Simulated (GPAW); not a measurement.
A run of GPAW 26.7.0 is set up as follows.

Contents of run.py:

```python
import spglib
from ase import Atoms
from ase.dft.bandgap import bandgap
from ase.io import read, write
from gpaw import GPAW, PW

atoms = read('NaCl.cif')
cell, positions, numbers = spglib.find_primitive(
    (atoms.cell[:], atoms.get_scaled_positions(), atoms.numbers), symprec=1e-4)
atoms = Atoms(numbers, cell=cell, scaled_positions=positions, pbc=True)

calc = GPAW(mode=PW(800),
            xc='TB09',
            kpts={'size': (7, 7, 7), 'gamma': True},
            occupations={'name': 'fermi-dirac', 'width': 0.05},
            nbands=15,
            convergence={'density': 1e-05, 'energy': 1e-05},
            eigensolver='cg',
            maxiter=150,
            txt='gpaw.txt')
atoms.calc = calc
energy = atoms.get_potential_energy()
calc.write('gs.gpw')
write('result.traj', atoms)
print('Fermi level:', round(calc.get_fermi_level(), 4), 'eV')
print(f'Gap: {bandgap(calc)[0]:.4f} eV, direct: {bandgap(calc, direct=True)[0]:.4f} eV')
```

NaCl.cif

```cif
data_NaCl
_cell_length_a 5.58812644
_cell_length_b 5.58812644
_cell_length_c 5.58812644
_cell_angle_alpha 90.00000000
_cell_angle_beta 90.00000000
_cell_angle_gamma 90.00000000
_space_group_name_H-M_alt 'Fm-3m'
_space_group_name_Hall '-F 4 2 3'
_space_group_IT_number 225
loop_
_space_group_symop_operation_xyz
'x,y,z'
'-x,-y,-z'
'-y,x,z'
'y,-x,-z'
'-x,-y,z'
'x,y,-z'
'y,-x,z'
'-y,x,-z'
'x,-y,-z'
'-x,y,z'
'-y,-x,-z'
'y,x,z'
'-x,y,-z'
'x,-y,z'
'y,x,-z'
'-y,-x,z'
'z,x,y'
'-z,-x,-y'
'z,-y,x'
'-z,y,-x'
'z,-x,-y'
'-z,x,y'
'z,y,-x'
'-z,-y,x'
'-z,x,-y'
'z,-x,y'
'-z,-y,-x'
'z,y,x'
'-z,-x,y'
'z,x,-y'
'-z,y,x'
'z,-y,-x'
'y,z,x'
'-y,-z,-x'
'x,z,-y'
'-x,-z,y'
'-y,z,-x'
'y,-z,x'
'-x,z,y'
'x,-z,-y'
'-y,-z,x'
'y,z,-x'
'-x,-z,-y'
'x,z,y'
'y,-z,-x'
'-y,z,x'
'x,-z,y'
'-x,z,-y'
'x,y+1/2,z+1/2'
'-x,-y+1/2,-z+1/2'
'-y,x+1/2,z+1/2'
'y,-x+1/2,-z+1/2'
'-x,-y+1/2,z+1/2'
'x,y+1/2,-z+1/2'
'y,-x+1/2,z+1/2'
'-y,x+1/2,-z+1/2'
'x,-y+1/2,-z+1/2'
'-x,y+1/2,z+1/2'
'-y,-x+1/2,-z+1/2'
[... 41 lines left out ...]
'-x+1/2,-y,z+1/2'
'x+1/2,y,-z+1/2'
'y+1/2,-x,z+1/2'
'-y+1/2,x,-z+1/2'
'x+1/2,-y,-z+1/2'
'-x+1/2,y,z+1/2'
'-y+1/2,-x,-z+1/2'
'y+1/2,x,z+1/2'
'-x+1/2,y,-z+1/2'
'x+1/2,-y,z+1/2'
'y+1/2,x,-z+1/2'
'-y+1/2,-x,z+1/2'
'z+1/2,x,y+1/2'
'-z+1/2,-x,-y+1/2'
'z+1/2,-y,x+1/2'
'-z+1/2,y,-x+1/2'
'z+1/2,-x,-y+1/2'
'-z+1/2,x,y+1/2'
'z+1/2,y,-x+1/2'
'-z+1/2,-y,x+1/2'
'-z+1/2,x,-y+1/2'
'z+1/2,-x,y+1/2'
'-z+1/2,-y,-x+1/2'
'z+1/2,y,x+1/2'
'-z+1/2,-x,y+1/2'
'z+1/2,x,-y+1/2'
'-z+1/2,y,x+1/2'
'z+1/2,-y,-x+1/2'
'y+1/2,z,x+1/2'
'-y+1/2,-z,-x+1/2'
'x+1/2,z,-y+1/2'
'-x+1/2,-z,y+1/2'
'-y+1/2,z,-x+1/2'
'y+1/2,-z,x+1/2'
'-x+1/2,z,y+1/2'
'x+1/2,-z,-y+1/2'
'-y+1/2,-z,x+1/2'
'y+1/2,z,-x+1/2'
'-x+1/2,-z,-y+1/2'
'x+1/2,z,y+1/2'
'y+1/2,-z,-x+1/2'
'-y+1/2,z,x+1/2'
'x+1/2,-z,y+1/2'
'-x+1/2,z,-y+1/2'
'x+1/2,y+1/2,z'
'-x+1/2,-y+1/2,-z'
'-y+1/2,x+1/2,z'
'y+1/2,-x+1/2,-z'
'-x+1/2,-y+1/2,z'
'x+1/2,y+1/2,-z'
'y+1/2,-x+1/2,z'
'-y+1/2,x+1/2,-z'
'x+1/2,-y+1/2,-z'
'-x+1/2,y+1/2,z'
'-y+1/2,-x+1/2,-z'
'y+1/2,x+1/2,z'
'-x+1/2,y+1/2,-z'
'x+1/2,-y+1/2,z'
'y+1/2,x+1/2,-z'
'-y+1/2,-x+1/2,z'
'z+1/2,x+1/2,y'
'-z+1/2,-x+1/2,-y'
'z+1/2,-y+1/2,x'
'-z+1/2,y+1/2,-x'
'z+1/2,-x+1/2,-y'
'-z+1/2,x+1/2,y'
'z+1/2,y+1/2,-x'
'-z+1/2,-y+1/2,x'
'-z+1/2,x+1/2,-y'
'z+1/2,-x+1/2,y'
'-z+1/2,-y+1/2,-x'
'z+1/2,y+1/2,x'
'-z+1/2,-x+1/2,y'
'z+1/2,x+1/2,-y'
'-z+1/2,y+1/2,x'
'z+1/2,-y+1/2,-x'
'y+1/2,z+1/2,x'
'-y+1/2,-z+1/2,-x'
'x+1/2,z+1/2,-y'
'-x+1/2,-z+1/2,y'
'-y+1/2,z+1/2,-x'
'y+1/2,-z+1/2,x'
'-x+1/2,z+1/2,y'
'x+1/2,-z+1/2,-y'
'-y+1/2,-z+1/2,x'
'y+1/2,z+1/2,-x'
'-x+1/2,-z+1/2,-y'
'x+1/2,z+1/2,y'
'y+1/2,-z+1/2,-x'
'-y+1/2,z+1/2,x'
'x+1/2,-z+1/2,y'
'-x+1/2,z+1/2,-y'
loop_
_atom_site_label
_atom_site_type_symbol
_atom_site_symmetry_multiplicity
_atom_site_Wyckoff_symbol
_atom_site_fract_x
_atom_site_fract_y
_atom_site_fract_z
_atom_site_occupancy
Cl1 Cl 4 b 0.5000000000 0.0000000000 0.0000000000 1
Na1 Na 4 a 0.0000000000 0.0000000000 0.0000000000 1
```

Potentials or basis: GPAW PAW data sets for LDA (gpaw-data 1.2.1), pw.

Launch:

```bash
$ OMP_NUM_THREADS=1 python run.py
```

(1) Estimate the band gap on the k mesh.

Results:

(1) 8.27 eV, direct.

Caveat: a model potential gives levels but no total energy.
